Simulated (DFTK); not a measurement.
**AlNi in DFTK: convergence with k mesh**

AlNi:

```
Ni Al
1.0
     2.88100    0.00000    0.00000
     0.00000    2.88100    0.00000
     0.00000    0.00000    2.88100
Ni Al
1 1
Cartesian
  1.4405 1.4405 1.4405
  0.0000 0.0000 0.0000
```

| Item | Value |
| --- | --- |
| Program | DFTK 0.8.2 |
| Task | convergence study |
| Functional | PBEsol |
| Potentials or basis | dojo.nc.sr.pbesol.v0_4_1.standard.upf (PBEsol) |
| Cutoff | 1333 eV |
| k mesh | 1 × 1 × 1 |
| Occupations | gaussian, width 0.1 eV |
| Spin | collinear spin, ferromagnetic start |
| Starting moments | [1.0, 0.0] μB |

These are the settings of the first run; the series varies k mesh, with any setting tied to it.

Hardware: 1 thread of Intel(R) Xeon(R) Platinum 8375C CPU @ 2.90GHz (Ice Lake), with other jobs on the host.

Problem. The values tried are 1 × 1 × 1, 3 × 3 × 3, 4 × 4 × 4, 5 × 5 × 5, 7 × 7 × 7, 8 × 8 × 8, 10 × 10 × 10, 12 × 12 × 12, loosest first. From which on does the gap on the mesh stay within 0.01 eV of the tightest run that finished?

Solution. From 3 × 3 × 3 on.

```
      k mesh  energy less the tightest run, at zero smearing (meV/atom)  pressure (GPa)  absolute moment (μB)  gap on the mesh (eV)  SCF cycles
   1 × 1 × 1                                                    1357.68            6.42                  1.12                 4.133          12
   3 × 3 × 3                                                      79.13           -2.59                  0.33                 0.000          11
   4 × 4 × 4                                                     -19.91           -4.08                  0.00                 0.000          13
   5 × 5 × 5                                                      20.97           -2.48                  0.13                 0.000          16
   7 × 7 × 7                                                      -7.56           -3.26                  0.00                 0.000          11
   8 × 8 × 8                                                       1.80           -3.09                  0.00                 0.000          13
10 × 10 × 10                                                      -3.47           -3.33                  0.00                 0.000          11
12 × 12 × 12                                                       0.00           -3.17                  0.00                 0.000          12
```

Against the tightest run, the absolute moment stays within 0.02 μB from 7 × 7 × 7 on. Not settled before the last step: the energy (to 1 meV/atom), the pressure (to 0.1 GPa). Meshes of other sizes hit other points, so gaps and Fermi surfaces needn't settle smoothly. The tightest run that finished is the yardstick and may itself not be fully converged.

Caveat, for the tightest run too: the starting moments collapsed, and a magnetic state may lie lower.
